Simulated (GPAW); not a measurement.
## Al in GPAW: the effect of strain hydrostatic

The system is Al.

```
Al
1.0
     0.00000    1.94381    1.94381
     1.94381    0.00000    1.94381
     1.94381    1.94381    0.00000
Al
1
Direct
  0.00000 0.00000 0.00000
```

Alike in all runs:

- Program: GPAW 26.7.0
- Task: single point
- Functional: PBEsol
- Potentials or basis: PAW data sets generated in the run's folder for this functional
- Cutoff: 600 eV
- Basis: pw
- k mesh: 11 × 11 × 11
- Occupations: fermi-dirac, width 0.05 eV
- Spin: no spin polarisation
- Maxiter: 150

| strain hydrostatic | pressure (GPa) |
| --- | --- |
| -0.04 | 10.3 |
| -0.02 | 3.5 |
| -0.01 | 0.7 |
| 0 | -1.8 |
| 0.01 | ? |
| 0.02 | -5.7 |
| 0.04 | -8.5 |

What does the run with strain hydrostatic 0.01 give?

Pressure -3.9 GPa.

Worked out: A parabola through the other rows of the pressure, of slope -200 GPa per unit of strain hydrostatic there, gives -4.0 GPa, against the run's -3.9.

Caveats: the density grid can change from cell to cell, which puts small steps into energies and stress.

Runs at the PBE level aren't shown here.
